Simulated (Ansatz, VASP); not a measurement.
## HgTe in VASP and in Ansatz

```
Hg Te
1.0
     5.71517    0.00000    0.00000
     0.00000    3.31185    0.00000
     0.00000    0.00000    5.71948
Hg Te
2 2
Direct
  0.75000 0.00000 0.75005
  0.25000 0.00000 0.24995
  0.75000 0.50000 0.25003
  0.25000 0.50000 0.74997
```

Alike in both runs: functional r2SCAN; k mesh 4 × 4 × 4; occupations gaussian, width 0.1 eV; no spin polarisation.

Ansatz relaxed the structure, and its values are those at the end. VASP's run is a single point on that final structure, the one shown.

|  | VASP | Ansatz |
| --- | --- | --- |
| version | VASP 6.6.1 | Ansatz 0.2.0 |
| potentials or method | VASP PAW PBE potentials, release 64 (Hg, Te) | scalar-relativistic, plane waves, PAW |
| plane-wave cutoff (eV) | 520 | 500 |
| valence electrons in the cell | 36 | 72 |

VASP gave:

| Quantity | Value |
| --- | --- |
| gap on the k mesh at the Fermi level (eV) | none |
| pressure (GPa) | 0.1 |

**Question.** What did Ansatz give for the same quantities?

**Answer.** gap on the k mesh at the Fermi level (eV): none; pressure (GPa): 0.0.

A gap of «none» marks a metal or a gap that the smearing closes. The functional is the same, so the differences come from potentials, cutoffs and numerics. The two sets of potentials don't hold the same shells in valence.

Caveats: the k mesh is coarse (spacing up to 0.47 Å⁻¹), so the values aren't converged; the PAW data sets were made with another functional, which shifts forces and pressure a little (VASP). The runs have no spin-orbit coupling, so splittings on Hg, Te are missing.
